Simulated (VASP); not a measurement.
# Sb (I4/mmm) in VASP: notebook

One crystal, Sb, is run at these levels: PBE, LDA; tasks: single point, relaxation of cell and atoms.

Program: VASP 6.6.1. These are calculated values, not measurements. Logs are shortened: lines on timing, memory, paths and dates and some standing lists are left out, and cuts for length are marked.

### Step 1. Starting point

The structure is tetragonal, space group I4/mmm (No. 139). The conventional cell has a = 3.153 Å, b = 3.153 Å, c = 5.424 Å, α = 90.00°, β = 90.00°, γ = 90.00°. Sb (site symmetry 4/mmm) has 12 Sb at 3.15 to 3.51 Å as nearest neighbours.

This isn't the form of Sb at room conditions, which is rhombohedral.

### Step 2. Single point, PBE

Input file INCAR:

```
SYSTEM = Sb
ALGO = Normal ; EDIFF = 1E-7
ENCUT = 500 ; GGA = PE
ISIF = 2 ; ISMEAR = 0
LASPH = .True. ; LCHARG = .True.
LELF = .True. ; LREAL = .False.
LVHAR = .True. ; LWAVE = .False.
NELM = 80 ; PREC = Accurate
SIGMA = 0.02
```

Input file KPOINTS:

```
k-points
0
Gamma
  6 6 6
  0 0 0
```

Input file POSCAR:

```
Sb
1.0
   -1.5765401831      1.5765401831      2.7119384313
    1.5765401831     -1.5765401831      2.7119384313
    1.5765401831      1.5765401831     -2.7119384313
Sb
1
Direct
    0.0000000000      0.0000000000      0.0000000000
```

Potentials or basis: VASP PAW PBE potentials, release 64 (Sb_d_GW).

Started as:

```
> cat potpaw_PBE.64/Sb_d_GW/POTCAR > POTCAR
> mpirun -np 1 vasp_std > vasp.out
```

OUTCAR:

```text
SYSTEM = Sb
   EDIFF = 1E-7
   ENCUT = 500
   GGA = PE
   ISIF = 2
   ISMEAR = 0
   LASPH = .True.
   LREAL = .False.
   NELM = 80
   PREC = Accurate

 ion  position               nearest neighbor table
   1  0.000  0.000  0.000-

  LATTYP: Found a body centered tetragonal cell.
 ALAT       =     3.1530803662
 C/A-ratio  =     1.7201835135

  Lattice vectors:

 A1 = (  -1.5765401831,   1.5765401831,   2.7119384313)
 A2 = (   1.5765401831,  -1.5765401831,   2.7119384313)
 A3 = (   1.5765401831,   1.5765401831,  -2.7119384313)

Analysis of symmetry for initial positions (statically):
=====================================================================
 Subroutine PRICEL returns:
 Original cell was already a primitive cell.

 Routine SETGRP: Setting up the symmetry group for a
 body centered tetragonal supercell.

 Subroutine GETGRP returns: Found 16 space group operations
 (whereof 16 operations were pure point group operations)
 out of a pool of 16 trial point group operations.

The static configuration has the point symmetry D_4h.

Analysis of symmetry for dynamics (positions and initial velocities):
=====================================================================
 Subroutine PRICEL returns:
 Original cell was already a primitive cell.

 Routine SETGRP: Setting up the symmetry group for a
 body centered tetragonal supercell.

 Subroutine GETGRP returns: Found 16 space group operations
 (whereof 16 operations were pure point group operations)
 out of a pool of 16 trial point group operations.

The dynamic configuration has the point symmetry D_4h.

 Subroutine INISYM returns: Found 16 space group operations
 (whereof 16 operations are pure point group operations),
 and found     1 'primitive' translations

----------------------------------------------------------------------------------------

                                     Primitive cell

  volume of cell :      26.9619

  direct lattice vectors                    reciprocal lattice vectors
    -1.576540183  1.576540183  2.711938431     0.000000000  0.317150178  0.184369967
     1.576540183 -1.576540183  2.711938431     0.317150178  0.000000000  0.184369967
     1.576540183  1.576540183 -2.711938431     0.317150178  0.317150178  0.000000000

  length of vectors
     3.510778824  3.510778824  3.510778824     0.366846726  0.366846726  0.448518083

  position of ions in fractional coordinates (direct lattice)
     0.000000000  0.000000000  0.000000000

  ion indices of the primitive-cell ions
   primitive index   ion index
                 1           1

----------------------------------------------------------------------------------------

 KPOINTS: k-points

Automatic generation of k-mesh.
 Grid dimensions read from file:
 generate k-points for:    6    6    6

 Generating k-lattice:

  Cartesian coordinates                     Fractional coordinates (reciprocal lattice)
     0.000000000  0.052858363  0.030728328     0.166666667 -0.000000000  0.000000000
     0.052858363  0.000000000  0.030728328    -0.000000000  0.166666667  0.000000000
     0.052858363  0.052858363  0.000000000     0.000000000  0.000000000  0.166666667

  Length of vectors
     0.061141121  0.061141121  0.074753014

  Shift w.r.t. Gamma in fractional coordinates (k-lattice)
     0.000000000  0.000000000  0.000000000

 Subroutine IBZKPT returns following result:
 ===========================================

 Found     30 irreducible k-points:

 Following reciprocal coordinates:
            Coordinates               Weight
  0.000000  0.000000  0.000000      1.000000
  0.166667  0.000000 -0.000000      8.000000
  0.333333  0.000000 -0.000000      8.000000
  0.500000 -0.000000  0.000000      4.000000
  0.166667  0.166667 -0.000000      8.000000
  0.333333  0.166667 -0.000000     16.000000
[... 16 lines left out ...]
 -0.333333 -0.333333  0.166667      8.000000
 -0.166667 -0.333333  0.166667      8.000000
 [... further k-points ...]
   k-points           NKPTS =     30   k-points in BZ     NKDIM =     30   number of bands    NBANDS=     11
   number of dos      NEDOS =    301   number of ions     NIONS =      1
   total plane-waves  NPLWV =  21952
   dimension x,y,z NGX =    28 NGY =   28 NGZ =   28
   dimension x,y,z NGXF=    56 NGYF=   56 NGZF=   56
   ions per type =               1
   NGX,Y,Z   is equivalent  to a cutoff of  13.26, 13.26, 13.26 a.u.
   NGXF,Y,Z  is equivalent  to a cutoff of  26.52, 26.52, 26.52 a.u.
 SYSTEM =  Sb
   PREC   = accura    normal or accurate (medium, high low for compatibility)
   ISTART =      0    job   : 0-new  1-cont  2-samecut
   ICHARG =      2    charge: 1-file 2-atom 10-const
   ISPIN  =      1    spin polarized calculation?
   LNONCOLLINEAR =      F non collinear calculations
   LSORBIT =      F    spin-orbit coupling
   LASPH  =      T    aspherical Exc in radial PAW
   ENCUT  =  500.0 eV  36.75 Ry    6.06 a.u.   6.40  6.40  6.40*2*pi/ulx,y,z
   NELM   =     80;   NELMIN=  2; NELMDL= -5     # of ELM steps
   EDIFF  = 0.1E-06   stopping-criterion for ELM
   LREAL  =      F    real-space projection
   EDIFFG = 0.1E-05   stopping-criterion for IOM
   NSW    =      0    number of steps for IOM
   IBRION =     -1    ionic relax: 0-MD 1-quasi-New 2-CG
   NFREE  =      0    steps in history (QN), initial steepest desc. (CG)
   ISIF   =      2    stress and relaxation
   ISYM   =      2    0-nonsym 1-usesym 2-fastsym
   POTIM  = 0.5000    time-step for ionic-motion
   TEBEG  =    0.0;   TEEND  =   0.0 temperature during run
   PSTRESS=    0.0 pullay stress
   NELECT =      15.0000    total number of electrons
   NUPDOWN=      -1.0000    fix difference up-down
   EMIN   =  10.00;   EMAX   =-10.00  energy-range for DOS
   EFERMI =   0.00;   METHOD = LEGACY
   ISMEAR =     0;   SIGMA  =   0.02  broadening in eV -4-tet -1-fermi 0-gaus
   EFERMI_NEDOS =   21; number of points for ismear=-14 and -15
   IALGO  =     38    algorithm
   IMIX   =      4    mixing-type and parameters
     AMIX     =   0.40;   BMIX     =  1.00
     AMIX_MAG =   1.60;   BMIX_MAG =  1.00
  volume/ion in A,a.u.               =      26.96       181.95
  Fermi-wavevector in a.u.,A,eV,Ry     =   1.346445  2.544412 24.666194  1.812914
  Thomas-Fermi vector in A             =   2.474276
   LORBIT       =      0    0 simple, 1 ext, 2 COOP (PROOUT), +10 PAW based schemes
   GGA     = PE    functional components
   LHFCALC =     F    Hartree Fock is set to
   AEXX    =    0.0000 exact exchange contribution
   IVDW    =     0    specifies the selected vdW correction
   LEPSILON=     F    determine dielectric tensor
   LRPA    =     F    only Hartree local field effects (RPA)
 non-spin polarized calculation
 Gauss-broadening in eV      SIGMA  =   0.02
  energy-cutoff  :      500.00
  volume of cell :       26.96
 maximum number of plane-waves:       694
 NGX is ok and might be reduce to    28
   NGX = 13   NGY = 13   NGZ = 13

 number of electron      15.0000006 magnetization

 Free energy of the ion-electron system (eV)
  ---------------------------------------------------
  ext. energy  EPLUGINS =         0.00000000
  ---------------------------------------------------
  free energy    TOTEN  =        -3.90138662 eV

  energy without entropy =       -3.90112896  energy(sigma->0) =       -3.90125779

 E-fermi :   6.7045     XC(G=0): -10.6237

 val. band max:        6.3293553434   @ k =  -0.3333   0.3333   0.0000
 cond. band min:       6.7261743706   @ k =   0.5000   0.3333  -0.0000
 fundamental gap:      0.3968190271
 Fermi energy:         6.7044786297

 k-point     1 :       0.0000    0.0000    0.0000
  band No.  band energies     occupation
      1     -23.0040      2.00000
      2     -22.9913      2.00000
      3     -22.9484      2.00000
      4     -22.9484      2.00000
      5     -22.8718      2.00000
      6      -6.5835      2.00000
      7      10.9865      0.00000
      8      11.8006      0.00000
      9      11.8006      0.00000
     10      16.3112      0.00000
     11      16.9354      0.00000

 k-point     2 :       0.1667    0.0000   -0.0000
  band No.  band energies     occupation
      1     -22.9964      2.00000
      2     -22.9697      2.00000
      3     -22.9506      2.00000
      4     -22.9416      2.00000
      5     -22.8793      2.00000
      6      -6.0282      2.00000
      7       8.0657      0.00000
      8      10.1068      0.00000
      9      11.7121      0.00000
     10      14.5385      0.00000
     11      16.1501      0.00000

 k-point     3 :       0.3333    0.0000   -0.0000
  band No.  band energies     occupation
      1     -22.9989      2.00000
      2     -22.9636      2.00000
      3     -22.9312      2.00000
      4     -22.8999      2.00000
      5     -22.8908      2.00000
      6      -4.4206      2.00000
      7       3.3457      2.00000
      8       8.6837      0.00000
      9      11.6805      0.00000
     10      13.0683      0.00000
     11      16.0478      0.00000

 k-point     4 :       0.5000   -0.0000    0.0000
  band No.  band energies     occupation
      1     -23.0021      2.00000
      2     -22.9658      2.00000
      3     -22.9300      2.00000
      4     -22.8927      2.00000
      5     -22.8675      2.00000
      6      -2.7521      2.00000
      7       0.5668      2.00000
      8       8.1344      0.00000
      9      11.7345      0.00000
     10      12.5910      0.00000
     11      16.8406      0.00000
[... 239 lines left out ...]
 k-point    22 :      -0.1667    0.5000    0.1667
  band No.  band energies     occupation
      1     -23.0012      2.00000
      2     -22.9539      2.00000
      3     -22.9199      2.00000
      4     -22.9023      2.00000
      5     -22.8864      2.00000
      6      -3.0613      2.00000
      7       1.8754      2.00000
      8       5.4805      2.00000
      9      10.5448      0.00000
     10      14.2709      0.00000
     11      16.5882      0.00000

 k-point    23 :      -0.3333   -0.3333    0.1667
  band No.  band energies     occupation
      1     -22.9820      2.00000
      2     -22.9667      2.00000
      3     -22.9273      2.00000
      4     -22.9177      2.00000
      5     -22.8809      2.00000
      6      -3.6938      2.00000
      7       3.7481      2.00000
      8       6.1649      2.00000
      9       6.9374      0.00000
     10      16.3932      0.00000
     11      17.0920      0.00000

 k-point    24 :      -0.1667   -0.3333    0.1667
  band No.  band energies     occupation
      1     -23.0018      2.00000
      2     -22.9763      2.00000
      3     -22.9303      2.00000
      4     -22.9238      2.00000
      5     -22.8735      2.00000
      6      -4.9577      2.00000
      7       5.2357      2.00000
      8       7.2724      0.00000
      9      10.1100      0.00000
     10      13.9281      0.00000
     11      16.5348      0.00000

 [... further k-points ...]

------------------------ aborting loop because EDIFF is reached ----------------------------------------

  FORCE on cell =-STRESS in cart. coord.  units (eV):
  Direction    XX          YY          ZZ          XY          YZ          ZX
  --------------------------------------------------------------------------------------
  -------------------------------------------------------------------------------------
  Total        0.4492008      0.4492008     -0.1690930      0.0000000     -0.0000000      0.0000000
  in kB       26.6932321     26.6932321    -10.0481557      0.0000000     -0.0000000      0.0000000
  external PRESSURE =      14.4461028 kB  Pullay stress =       0.0000000 kB

 VOLUME and BASIS-vectors are now :
 -----------------------------------------------------------------------------
  energy-cutoff  :      500.00
  volume of cell :       26.96
      direct lattice vectors                 reciprocal lattice vectors
    -1.576540183  1.576540183  2.711938431     0.000000000  0.317150178  0.184369967
     1.576540183 -1.576540183  2.711938431     0.317150178  0.000000000  0.184369967
     1.576540183  1.576540183 -2.711938431     0.317150178  0.317150178  0.000000000

 POSITION                                       TOTAL-FORCE (eV/Angst)
 -----------------------------------------------------------------------------------
      0.00000      0.00000      0.00000        -0.000000      0.000000      0.000000
 -----------------------------------------------------------------------------------
    total drift:                               -0.000000     -0.000000     -0.000000

  FREE ENERGIE OF THE ION-ELECTRON SYSTEM (eV)
  ---------------------------------------------------
  free  energy   TOTEN  =        -3.9013866245 eV

  energy  without entropy=       -3.9011289570  energy(sigma->0) =       -3.90125779
```

Wall time 14 s (1 thread of Intel Xeon Platinum 8259CL at 2.50GHz (Skylake/Cascade Lake), shared host); peak memory 0.16 GiB.

Results:

```yaml
Free_energy: -3.9014 eV
Pressure: 1.4 GPa
Band_gap_on_the_k_mesh: none (metal or under the smearing width)
```

Stress tensor (GPa, compression positive):
```
 2.67  0.00  0.00
 0.00  2.67  0.00
 0.00  0.00 -1.00
```

Caveat: the k mesh is coarse (spacing up to 0.47 Å⁻¹), so the values aren't converged.

### Step 3. Relaxation of cell and atoms, LDA

Input file INCAR:

```
SYSTEM = Sb
PREC     = Accurate       ! precision mode
ENCUT    = 600            ! plane-wave cutoff, eV
EDIFF    = 1E-6           ! SCF threshold, eV
ISMEAR   = -1             ! smearing method
SIGMA    = 0.05           ! smearing width, eV
LREAL    = .False.        ! projectors in reciprocal space
LASPH    = .True.         ! aspherical terms in the spheres
NELM     = 60             ! most SCF steps
ALGO     = Normal         ! electronic algorithm
ISIF     = 3              ! what is computed and relaxed
LWAVE    = .False.        ! write WAVECAR
LCHARG   = .False.        ! write CHGCAR
GGA      = CA             ! functional
IBRION   = 2              ! ionic algorithm
NSW      = 60             ! ionic steps
EDIFFG   = -0.01          ! ionic threshold
```

Input file KPOINTS:

```
Automatic mesh
0
Gamma
  10 10 10
  0 0 0
```

POSCAR is that of step 2.

Potentials or basis: VASP PAW LDA potentials, release 64 (Sb).

Started as:

```
> cat potpaw_LDA.64/Sb/POTCAR > POTCAR
> mpirun -np 1 vasp_std > vasp.out
```

It took 40 s on 1 thread of Intel Xeon Platinum 8259CL at 2.50GHz (Skylake/Cascade Lake), shared host; peak memory 0.16 GiB.

The run converged. Its results:

* Free energy: -4.5618 eV
* Relaxed volume: 26.08 Å³/atom
* Relaxed cell: a = 3.471 Å, b = 3.471 Å, c = 3.471 Å, α = 126.61°, β = 126.61°, γ = 78.89°
* Space group after relaxing (to 0.05 Å): I4/mmm (No. 139)
* Energy gained by relaxing: 6.1 meV/atom
* Ionic steps: 4
* Pressure after relaxing: 0.0 GPa
* Band gap on the k mesh: none (metal or under the smearing width)

The path:
| step | energy change (eV) | largest force (eV/Å) | pressure (GPa) | volume (Å³) |
| --- | --- | --- | --- | --- |
| 1 | 0.0000 | 0.0000 | -2.15 | 26.96 |
| 2 | -0.0035 | 0.0000 | 1.51 | 25.58 |
| 3 | -0.0060 | 0.0000 | -0.02 | 26.10 |
| 4 | -0.0061 | 0.0000 | 0.00 | 26.08 |

Final structure:
```xyz
1
Lattice="-1.5595 1.5595 2.6806 1.5595 -1.5595 2.6806 1.5595 1.5595 -2.6806" Properties=species:S:1:pos:R:3 pbc="T T T"
Sb    3.1191    0.0000    0.0000
```

Levels at points of the mesh, in eV from the Fermi level:
```
           k point  band 1  band 2  band 3  band 4  band 5  band 6
(0.00, 0.00, 0.00)  -13.23    4.79    5.59    5.59    9.29   10.61
(0.50, 0.00, 0.00)   -9.25   -5.99    1.81    5.52    6.19   10.19
(0.50, 0.50, 0.00)   -6.66   -4.54   -1.05    0.57    3.51    4.38
(0.50, 0.50, 0.50)   -9.38   -5.86    2.14    2.14    5.91    6.19
```
